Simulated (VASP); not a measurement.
# SnI2 (Fm-3m): band edges, masses and strain, part 3 of 8

The runs below take SnI2 at its given cell and follow the band edges through several levels. The cell is generated by rule, not measured, and may not be a known phase.

VASP 6.6.1, plane waves and PAW; the level of theory is named at each step.

So far, least gap on mesh and path (eV): step 3 (bands on a dense mesh, PBEsol) 1.24; step 5 (bands with spin-orbit coupling, PBEsol, spin-orbit coupling) 1.18.

## (6) Effective masses with spin-orbit coupling

Level of this step: PBEsol, spin-orbit coupling; plane waves and PAW (Sn_d, I); invented cell (VASP).

The masses are taken again with the coupling, at the edges of the step before.

INCAR

```
SYSTEM = SnI2
PREC = Accurate
ENCUT = 400
EDIFF = 1E-08
NELM = 100
ISMEAR = 0
SIGMA = 0.02
LREAL = .FALSE.
ALGO = Normal
GGA = PS
LNONCOLLINEAR = .TRUE.
MAGMOM = 0 0 0 0 0 0 0 0 0
NBANDS = 40
GGA_COMPAT = .FALSE.
LASPH = .TRUE.
LSORBIT = .TRUE.
LORBIT = 11
LWAVE = .FALSE.
LCHARG = .FALSE.
KPAR = 4
```

POSCAR

```
SnI2
1.0
    0.0000000000      3.7828000000      3.7828000000
    3.7828000000      0.0000000000      3.7828000000
    3.7828000000      3.7828000000      0.0000000000
Sn I
1 2
Direct
    0.0000000000      0.0000000000      0.0000000000
    0.2500000000      0.2500000000      0.2500000000
    0.7500000000      0.7500000000      0.7500000000
```

KPOINTS

```
Automatic mesh
0
Gamma
6 6 6
0 0 0
```

KPOINTS_OPT

```
points round the band edges
26
Reciprocal
  0.5000000000   0.0000000000   0.5000000000 1
  0.0000000000   0.0000000000   0.0000000000 1
  0.5000000000  -0.0048164105   0.4951835895 1
  0.5000000000   0.0048164105   0.5048164105 1
  0.4951835895   0.0000000000   0.4951835895 1
  0.5048164105   0.0000000000   0.5048164105 1
  0.4951835895  -0.0048164105   0.5000000000 1
  0.5048164105   0.0048164105   0.5000000000 1
  0.5000000000  -0.0180615396   0.4819384604 1
  0.5000000000   0.0180615396   0.5180615396 1
  0.4819384604   0.0000000000   0.4819384604 1
  0.5180615396   0.0000000000   0.5180615396 1
  0.4819384604  -0.0180615396   0.5000000000 1
  0.5180615396   0.0180615396   0.5000000000 1
  0.0000000000  -0.0048164105  -0.0048164105 1
 -0.0000000000   0.0048164105   0.0048164105 1
 -0.0048164105   0.0000000000  -0.0048164105 1
  0.0048164105   0.0000000000   0.0048164105 1
 -0.0048164105  -0.0048164105   0.0000000000 1
  0.0048164105   0.0048164105   0.0000000000 1
  0.0000000000  -0.0180615396  -0.0180615396 1
 -0.0000000000   0.0180615396   0.0180615396 1
 -0.0180615396   0.0000000000  -0.0180615396 1
  0.0180615396   0.0000000000   0.0180615396 1
 -0.0180615396  -0.0180615396   0.0000000000 1
  0.0180615396   0.0180615396   0.0000000000 1
```

PAW data sets: Sn_d and I (PBE family, release 64).

The run is started by

```console
> mpirun -np 4 vasp_ncl
```

The log of the run:

```text
[... set-up lines as in an earlier step ...]
 entering main loop
       N       E                     dE             d eps       ncg     rms          rms(c)
[... 11 cycles as in an earlier step ...]
DAV:  12    -0.915923688868E+01   -0.18372E-04   -0.11823E-05  1488   0.170E-02    0.694E-03
DAV:  13    -0.915924085822E+01   -0.39695E-05   -0.42205E-06  1376   0.181E-02    0.491E-03
DAV:  14    -0.915924140129E+01   -0.54308E-06   -0.75388E-07  1392   0.444E-03    0.105E-03
DAV:  15    -0.915924154842E+01   -0.14713E-06   -0.32787E-07  1368   0.391E-03    0.103E-03
DAV:  16    -0.915924156579E+01   -0.17371E-07   -0.66852E-09  1128   0.600E-04    0.607E-04
DAV:  17    -0.915924158412E+01   -0.18328E-07   -0.22424E-09   912   0.360E-04    0.863E-05
DAV:  18    -0.915924159386E+01   -0.97371E-08   -0.53427E-10   800   0.205E-04
   1 F= -.91592416E+01 E0= -.91592416E+01  d E =-.383898E-35  mag=     0.0000    -0.0000    -0.0000
 Start KPOINTS_OPT (optional k-point list driver)
k-point batch [1-16\26]
       N       E                     dE             ncg
DAV:   1     0.987223752410E+03   -0.72248E+04     1304
DAV:   2    -0.226706340876E+04   -0.32543E+04     1376
DAV:   3    -0.277597766573E+04   -0.50891E+03     1560
DAV:   4    -0.280217808310E+04   -0.26200E+02     1488
DAV:   5    -0.280325985305E+04   -0.10818E+01     1728
DAV:   6    -0.280328052185E+04   -0.20669E-01     1760
DAV:   7    -0.280328102380E+04   -0.50194E-03     1752
DAV:   8    -0.280328103009E+04   -0.62976E-05     1768
DAV:   9    -0.280328103024E+04   -0.14798E-06     1696
DAV:  10    -0.280328103024E+04   -0.23329E-08      928
k-point batch [17-26\26]
       N       E                     dE             ncg
DAV:   1     0.315898275776E+04    0.42158E+03      800
DAV:   2     0.116851450824E+04   -0.19905E+04      840
DAV:   3     0.854275879801E+03   -0.31424E+03      952
DAV:   4     0.835915565131E+03   -0.18360E+02      800
DAV:   5     0.835224722127E+03   -0.69084E+00     1032
DAV:   6     0.835211518310E+03   -0.13204E-01      896
DAV:   7     0.835210810455E+03   -0.70786E-03     1136
DAV:   8     0.835210804450E+03   -0.60046E-05      904
DAV:   9     0.835210804321E+03   -0.12902E-06     1144
DAV:  10     0.835210804320E+03   -0.17252E-08      400
```

Run time: 56 s. Hardware: 4 MPI ranks of AMD EPYC 9R45, shared host; peak memory 1.7 GiB; 3.7 min of CPU time.

OUTCAR, selected parts (step 6):

```text
   NELECT =      28.0000    total number of electrons

 E-fermi :   4.4686

 k-point     1 :       0.0000    0.0000    0.0000
  band No.  band energies     occupation
    ...
     24       2.0991      1.00000
     25       2.9888      1.00000
     26       2.9888      1.00000
     27       2.9888      1.00000
     28       2.9888      1.00000
     29       5.4731      0.00000
     30       5.4731      0.00000
     31       6.0697      0.00000
     32       6.0697      0.00000
     33       6.0697      0.00000
    ...

  Total        1.1745497      1.1745497      1.1745497      0.0000000      0.0000000      0.0000000
  in kB       17.3824842     17.3824842     17.3824842      0.0000000      0.0000000      0.0000000
  external PRESSURE =      17.3824842 kB  Pullay stress =       0.0000000 kB

 POSITION                                       TOTAL-FORCE (eV/Angst)
 -----------------------------------------------------------------------------------
      0.00000      0.00000      0.00000        -0.000000     -0.000000     -0.000000
      1.89140      1.89140      1.89140         0.000000      0.000000      0.000000
      5.67420      5.67420      5.67420        -0.000000     -0.000000     -0.000000
 -----------------------------------------------------------------------------------
    total drift:                                0.000000      0.000000      0.000000

  FREE ENERGIE OF THE ION-ELECTRON SYSTEM (eV)
  ---------------------------------------------------
  free  energy   TOTEN  =        -9.1592415939 eV

  energy  without entropy=       -9.1592415939  energy(sigma->0) =       -9.15924159

 Spin-Orbit-Coupling matrix elements
 Ion:    1  E_soc:     -0.0727568
 Ion:    2  E_soc:     -0.2802843
 Ion:    3  E_soc:     -0.2802843

 magnetization (x)
# of ion       s       p       d       tot
------------------------------------------
    1        0.000   0.000   0.000   0.000
    2        0.000   0.000   0.000   0.000
    3        0.000   0.000   0.000   0.000
--------------------------------------------------
tot          0.000   0.000   0.000   0.000

 magnetization (y)
# of ion       s       p       d       tot
------------------------------------------
    1        0.000  -0.000  -0.000  -0.000
    2        0.000  -0.000  -0.000  -0.000
    3        0.000  -0.000  -0.000  -0.000
--------------------------------------------------
tot          0.000  -0.000  -0.000  -0.000

 magnetization (z)
# of ion       s       p       d       tot
------------------------------------------
    1        0.000  -0.000  -0.000   0.000
    2        0.000   0.000  -0.000  -0.000
    3        0.000   0.000  -0.000  -0.000
--------------------------------------------------
tot          0.000  -0.000  -0.000  -0.000

[... 9 parts as in an earlier step ...]

[... 8 further parts left out ...]
```

Numbers from this step:

```yaml
scf_cycles: 18
pressure: 1.738 GPa
```

The spin moment in the PAW sphere vanishes on all atoms.

On-site spin-orbit energy by atom:

```csv
atom,on-site spin-orbit energy (eV)
Sn1,-0.073
I2,-0.280
I3,-0.280
```

Central differences; holes have negative curvature. Effective masses along the Cartesian axes:

```csv
edge,band from the gap,direction,step (Å⁻¹),mass (electron masses)
VBM,-1,x,0.008,-3.332
VBM,-2,x,0.008,-3.332
VBM,-3,x,0.008,-0.2124
VBM,-4,x,0.008,-0.2124
VBM,-1,y,0.008,-0.296
VBM,-2,y,0.008,-0.296
VBM,-3,y,0.008,-0.6201
VBM,-4,y,0.008,-0.6201
VBM,-1,z,0.008,-3.332
VBM,-2,z,0.008,-3.332
VBM,-3,z,0.008,-0.2124
VBM,-4,z,0.008,-0.2124
VBM,-1,x,0.03,-3.248
VBM,-2,x,0.03,-3.248
VBM,-3,x,0.03,-0.2196
VBM,-4,x,0.03,-0.2196
VBM,-1,y,0.03,-0.3039
VBM,-2,y,0.03,-0.3039
VBM,-3,y,0.03,-0.593
VBM,-4,y,0.03,-0.593
VBM,-1,z,0.03,-3.248
VBM,-2,z,0.03,-3.248
VBM,-3,z,0.03,-0.2196
VBM,-4,z,0.03,-0.2196
CBM,1,x,0.008,0.7641
CBM,2,x,0.008,0.7641
CBM,1,y,0.008,0.7641
CBM,2,y,0.008,0.7641
CBM,1,z,0.008,0.7641
CBM,2,z,0.008,0.7641
CBM,1,x,0.03,0.7772
CBM,2,x,0.03,0.7772
CBM,1,y,0.03,0.7772
CBM,2,y,0.03,0.7772
CBM,1,z,0.03,0.7772
CBM,2,z,0.03,0.7772
```

(Part 3 of 8 ends here.)

[Lines on the potential files, build, host, timing and source positions are cut from VASP's logs without a mark.]

[Logs are printed without paths, hosts, clocks, repeated set-up lines and the standing remarks that a program may print on its own settings, such as how far it seeks lower states.]

[Hosts, paths, dates, database ids (printed as entryN), source tags and the programs' standing remarks are cut or masked in the printed files.]

[In band tables of VASP the shares of atoms and orbitals are scaled to a sum of 1 inside the atoms' spheres.]

[Gaps and slopes under strain along one axis are those of the sampled path and mesh points; where strain splits equal valleys, another of them can be the edge.]
